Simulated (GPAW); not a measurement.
Runs of GPAW 26.7.0 on CdTe. It takes space group F-43m (No. 216, cubic). Conventional cell: a = 6.410 Å, b = 6.410 Å, c = 6.410 Å, α = 90.00°, β = 90.00°, γ = 90.00°. Around Te (site symmetry -43m) lie 4 Cd at 2.78 Å. Cd (site symmetry -43m) is surrounded by 4 Te at 2.78 Å. 

| task | level | potentials or basis | k mesh | smearing | response ecut | maxiter | response k mesh | response bands | kernels | mesh quality | gap on the mesh (eV) |
| --- | --- | --- | --- | --- | --- | --- | --- | --- | --- | --- | --- |
| dielectric tensor | AM05 | PAW data sets generated in the run's folder for this functional, pw | 6 × 6 × 6 | fermi-dirac 0.001 eV | 80 eV | 150 | 18 × 18 × 18 | 29 | ["RPA"] | not flagged | 0.84 |
| dielectric tensor | LDA | the program's PAW data sets (release 1.2.1) made for this functional, pw | 6 × 6 × 6 | fermi-dirac 0.001 eV | 80 eV | 150 | 18 × 18 × 18 | 29 | ["RPA"] | not flagged | 0.61 |
| dielectric tensor | RPBE | the program's PAW data sets (release 1.2.1) made for this functional, pw | 6 × 6 × 6 | fermi-dirac 0.001 eV | 80 eV | 150 | 18 × 18 × 18 | 29 | ["RPA"] | not flagged | (a) |
| single point | PBEsol0 | GPAW PAW data sets (gpaw-data 1.2.1), pw | 3 × 3 × 3 | fermi-dirac 0.05 eV | - | 60 | - | - | - | coarse | 2.34 |

Alike in all rows: no spin polarisation; cell as given; cutoff (eV) 450.

Fill in the values left out.

(a) 1.02.

Caveats: some runs use coarse meshes; spin-orbit coupling is left out, which moves the levels of the heavy elements; the long-wavelength limit can be off by several per cent where d states take part (some runs); the gap is small at this level, which inflates the dielectric constant (some runs); exact exchange converges slowly with the k mesh, and this mesh is small (some runs).

A k mesh can miss the band edges, and the runs leave out spin-orbit coupling on Cd, Te.

Runs at the PBE level aren't shown here.
